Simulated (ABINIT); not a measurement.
# Zn (Fm-3m) in ABINIT: convergence with pawecutdg

Aim: find how far pawecutdg must go before the results for Zn settle, at PBE. This setting moves, with any that are tied to it; all else stays.

All numbers are computed with ABINIT 10.8.3 (patched build); they aren't measurements. Logs are shortened: lines on timing, memory, paths and dates and some standing lists are left out, and cuts for length are marked. The log counts tension as positive stress, the text compression.

### 1 The crystal as given

It takes space group Fm-3m (No. 225, cubic). Conventional cell: a = 3.930 Å, b = 3.930 Å, c = 3.930 Å, α = 90.00°, β = 90.00°, γ = 90.00°. Around Zn (site symmetry m-3m) lie 12 Zn at 2.78 Å.

This isn't the form of Zn at room conditions, which is hcp.

### 2 With pawecutdg 22 Ha

File run.abi:

```
pp_dirpath "./"
pseudos "Zn.GGA_PBE-JTH.xml"

acell 2.7786128662 2.7786128662 2.7786128662 Angstrom
rprim
     0.0000000000     0.7071067812     0.7071067812
     0.7071067812     0.0000000000     0.7071067812
     0.7071067812     0.7071067812     0.0000000000
ntypat 1
znucl 30
natom 1
typat 1
xred
     0.0000000000     0.0000000000     0.0000000000

ecut 22.0
pawecutdg 22.0
pawxcdev 0

kptopt 1
ngkpt 12 12 12
nshiftk 1
shiftk 0.0 0.0 0.0

ixc 11

nband 10
occopt 4
tsmear 0.00183747

nstep 100
tolvrs 1.0e-9

iomode 3
prtwf 0
prtden 0
prteig 0
prtebands 0
enunit 1
```

Potentials or basis: JTH PAW PBE v2.0.

The run is started by

```console
> abinit run.abi > log 2>&1
```

Wall time 19 s (1 thread of Arm Neoverse V2, shared host); peak memory 0.08 GiB.

It converged, with:

* Free energy: -1749.9696 eV
* Pressure: -0.7 GPa
* Band gap on the k mesh: none (metal or under the smearing width)
* Valence electrons inside the program's atomic spheres: Zn 10.74 (radii [1.2212] Å)

### 3 With pawecutdg 26.4

Changes to run.abi since step 2:

```diff
@@ -16,3 +16,3 @@
 ecut 22.0
-pawecutdg 22.0
+pawecutdg 26.4
 pawxcdev 0
```

Potentials or basis: JTH PAW PBE v2.0.

The run is started by

```console
> abinit run.abi > log 2>&1
```

Wall time 16 s (1 thread of Arm Neoverse V2, shared host); peak memory 0.09 GiB.

The run converged. Its results:

```
Free energy                                           : -1749.9714 eV
Pressure                                              : -0.6 GPa
Band gap on the k mesh                                : none (metal or under the smearing width)
Valence electrons inside the program's atomic spheres : Zn 10.74 (radii [1.2212] Å)
```

### 4 With pawecutdg 33

Changes to run.abi since step 3:

```diff
@@ -16,3 +16,3 @@
 ecut 22.0
-pawecutdg 26.4
+pawecutdg 33.0
 pawxcdev 0
```

The run is started by

```console
> abinit run.abi > log 2>&1
```

Wall time 16 s (1 thread of Arm Neoverse V2, shared host); peak memory 0.09 GiB.

Results (log left out):

* Free energy: -1749.9717 eV
* Pressure: -0.5 GPa
* Band gap on the k mesh: none (metal or under the smearing width)
* Valence electrons inside the program's atomic spheres: Zn 10.73 (radii [1.2212] Å)

### 5 With pawecutdg 39.6

Changes to run.abi since step 4:

```diff
@@ -16,3 +16,3 @@
 ecut 22.0
-pawecutdg 33.0
+pawecutdg 39.6
 pawxcdev 0
```

The run is started by

```console
> abinit run.abi > log 2>&1
```

Wall time 16 s (1 thread of Arm Neoverse V2, shared host); peak memory 0.09 GiB.

It converged, with:

| Quantity | Value |
| --- | --- |
| Free energy | -1749.9720 eV |
| Pressure | -0.5 GPa |
| Band gap on the k mesh | none (metal or under the smearing width) |
| Valence electrons inside the program's atomic spheres | Zn 10.73 (radii [1.2212] Å) |

### 6 With pawecutdg 48.4

Changes to run.abi since step 5:

```diff
@@ -16,3 +16,3 @@
 ecut 22.0
-pawecutdg 39.6
+pawecutdg 48.4
 pawxcdev 0
```

Potentials or basis: JTH PAW PBE v2.0.

The run is started by

```console
> abinit run.abi > log 2>&1
```

Wall time 20 s (1 thread of Arm Neoverse V2, shared host); peak memory 0.09 GiB.

It converged, with:

```yaml
Free_energy: -1749.9718 eV
Pressure: -0.6 GPa
Band_gap_on_the_k_mesh: none (metal or under the smearing width)
Valence_electrons_inside_the_program's_atomic_spheres: Zn 10.73 (radii [1.2212] Å)
```

### 7 With pawecutdg 59.4

Changes to run.abi since step 6:

```diff
@@ -16,3 +16,3 @@
 ecut 22.0
-pawecutdg 48.4
+pawecutdg 59.4
 pawxcdev 0
```

The run is started by

```console
> abinit run.abi > log 2>&1
```

Wall time 19 s (1 thread of Arm Neoverse V2, shared host); peak memory 0.1 GiB.

The run converged. Its results:

```yaml
Free_energy: -1749.9719 eV
Pressure: -0.5 GPa
Band_gap_on_the_k_mesh: none (metal or under the smearing width)
Valence_electrons_inside_the_program's_atomic_spheres: Zn 10.74 (radii [1.2212] Å)
```

### 8 With pawecutdg 72.6

Changes to run.abi since step 7:

```diff
@@ -16,3 +16,3 @@
 ecut 22.0
-pawecutdg 59.4
+pawecutdg 72.6
 pawxcdev 0
```

Potentials or basis: JTH PAW PBE v2.0.

The run is started by

```console
> abinit run.abi > log 2>&1
```

run.abo:

```text
.Version 10.8.3 of ABINIT
 Symmetries : space group Fm -3 m (#225); Bravais cF (face-center cubic)
================================================================================
 Values of the parameters that define the memory need of the present run
     intxc =       0    ionmov =       0      iscf =      17    lmnmax =      18
     lnmax =       6     mgfft =      24  mpssoang =       3    mqgrid =    3001
     natom =       1  nloc_mem =       2    nspden =       1   nspinor =       1
    nsppol =       1      nsym =      48    n1xccc =       1    ntypat =       1
    occopt =       4   xclevel =       2
       mpw =         532          nfft =       13824          nkpt =          72
 PAW method is used; the additional fine FFT grid is defined by:
   mgfftf=        45    nfftf =     91125
================================================================================
================================================================================

--------------------------------------------------------------------------------
------------- Echo of variables that govern the present computation ------------
--------------------------------------------------------------------------------
 -outvars: echo values of preprocessed input variables --------
            acell      5.2508173270E+00  5.2508173270E+00  5.2508173270E+00 Bohr
              amu      6.53900000E+01
             ecut      2.20000000E+01 Hartree
           enunit           1
                       outvar_i_n : Printing only first  50 k-points.
              ixc          11
                       outvar_i_n : Printing only first  50 k-points.
         kptrlatt       12    0    0      0   12    0      0    0   12
          kptrlen      6.30098079E+01
            natom           1
            nband          10
            ngfft          24      24      24
          ngfftdg          45      45      45
             nkpt          72
            nstep         100
             nsym          48
           ntypat           1
                       prtocc : prtvol=0, do not print more k-points.
           occopt           4
        pawecutdg      7.26000000E+01 Hartree
         pawxcdev           0
           prtden           0
[... 160 lines left out ...]

--- !EnergyTerms
iteration_state     : {dtset: 1, }
comment             : Components of total free energy in Hartree
kinetic             :  6.52290606853939E+00
hartree             :  1.38510780000354E+01
xc                  : -1.76608135601030E+00
Ewald energy        : -4.44546161145270E+01
psp_core            :  9.66593785453539E-01
local_psp           : -5.56037427567642E+01
PAW spherical_terms :  1.61735984965913E+01
internal            : -6.43102638766819E+01
'-kT*entropy'       : -1.21932383982367E-05
total_energy        : -6.43102760699203E+01
total_energy_eV     : -1.74997176172427E+03
...

--- !EnergyTermsDC
iteration_state     : {dtset: 1, }
comment             : '"Double-counting" decomposition of free energy'
band_energy         :  1.58012809696383E+00
Ewald energy        : -4.44546161145270E+01
psp_core            :  9.66593785453539E-01
xc_dc               : -1.34658013882938E+01
PAW spherical_terms : -8.93656855729693E+00
internal            : -6.43102641777004E+01
'-kT*entropy'       : -1.21932383982367E-05
total_energy_dc     : -6.43102763709388E+01
total_energy_dc_eV  : -1.74997176991540E+03
...

--- !EnergyTermsWithPAWCore
iteration_state     : {dtset: 1, }
comment             : 'Components of total free energy, including PAW core contributions'
Total energy        : -1.79605812057534E+03
Total energy DC     : -1.79605812087636E+03
Total energy (eV)   : -4.88732312392064E+04
Total energy DC (eV): -4.88732312473976E+04
...

 Cartesian components of stress tensor (hartree/bohr^3)
  sigma(1 1)=  1.90068980E-05  sigma(3 2)=  0.00000000E+00
  sigma(2 2)=  1.90068980E-05  sigma(3 1)=  0.00000000E+00
  sigma(3 3)=  1.90068980E-05  sigma(2 1)=  0.00000000E+00

-Cartesian components of stress tensor (GPa)         [Pressure= -5.5920E-01 GPa]
- sigma(1 1)=  5.59202245E-01  sigma(3 2)=  0.00000000E+00
- sigma(2 2)=  5.59202245E-01  sigma(3 1)=  0.00000000E+00
- sigma(3 3)=  5.59202245E-01  sigma(2 1)=  0.00000000E+00

== END DATASET(S) ==============================================================
================================================================================

 -outvars: echo values of variables after computation  --------
            acell      5.2508173270E+00  5.2508173270E+00  5.2508173270E+00 Bohr
           etotal     -6.4310276371E+01
            fcart     -0.0000000000E+00 -0.0000000000E+00 -0.0000000000E+00
            rprim      0.0000000000E+00  7.0710678120E-01  7.0710678120E-01
                       7.0710678120E-01  0.0000000000E+00  7.0710678120E-01
                       7.0710678120E-01  7.0710678120E-01  0.0000000000E+00
           strten      1.9006897965E-05  1.9006897965E-05  1.9006897965E-05
                       0.0000000000E+00  0.0000000000E+00  0.0000000000E+00
 Calculation completed.
```

It took 17 s on 1 thread of Arm Neoverse V2, shared host; peak memory 0.11 GiB.

Results:

```
Free energy                                           : -1749.9718 eV
Pressure                                              : -0.6 GPa
Band gap on the k mesh                                : none (metal or under the smearing width)
Valence electrons inside the program's atomic spheres : Zn 10.74 (radii [1.2212] Å)
```

### 9 Result

| pawecutdg | energy less the tightest run (meV/atom) | pressure (GPa) | SCF cycles | CPU time (s) | peak memory (GiB) |
| --- | --- | --- | --- | --- | --- |
| 22 Ha | 2.15 | -0.66 | 26 | 19 | 0.08 |
| 26.4 | 0.37 | -0.61 | 22 | 16 | 0.09 |
| 33 | 0.04 | -0.48 | 20 | 16 | 0.09 |
| 39.6 | -0.24 | -0.49 | 21 | 16 | 0.09 |
| 48.4 | -0.07 | -0.60 | 27 | 20 | 0.09 |
| 59.4 | -0.11 | -0.53 | 26 | 19 | 0.1 |
| 72.6 | 0.00 | -0.56 | 22 | 17 | 0.11 |

Against the tightest run, the energy stays within 1 meV/atom from 26.4 on; the pressure stays within 0.1 GPa from 22 Ha on. The tightest run that finished is the yardstick and may itself not be fully converged.
